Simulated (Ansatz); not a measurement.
Cu:

```
Cu
1.0
     0.00000    1.80750    1.80750
     1.80750    0.00000    1.80750
     1.80750    1.80750    0.00000
Cu
1
Direct
  0.00000 0.00000 0.00000
```

Base run:

| Property | Result |
| --- | --- |
| Program | Ansatz 0.2.0 |
| Functional | PBE |
| Potentials or basis | Ansatz PAW |
| Cutoff | 300 eV |
| Density cutoff | 1200 eV |
| k mesh | 13 × 13 × 13 |
| Occupations | fermi-dirac, width 0.05 eV |
| Spin | no spin polarisation |

Its results: band gap on the k mesh none (metal or under the smearing width); pressure 3.9 GPa.

Task: The run is repeated on the same cell with these changes: cutoff from 300 eV to 420 eV (not typed: the program's choice for these potentials); k mesh from 13 × 13 × 13 to 17 × 17 × 17. What comes out?

Result: Band gap on the k mesh none (metal or under the smearing width); pressure 1.6 GPa.

Caveats: the pressure holds a Pulay correction of +37.6 GPa for the finite cutoff (some runs); the cutoff lies under the one recommended for these potentials (some runs).
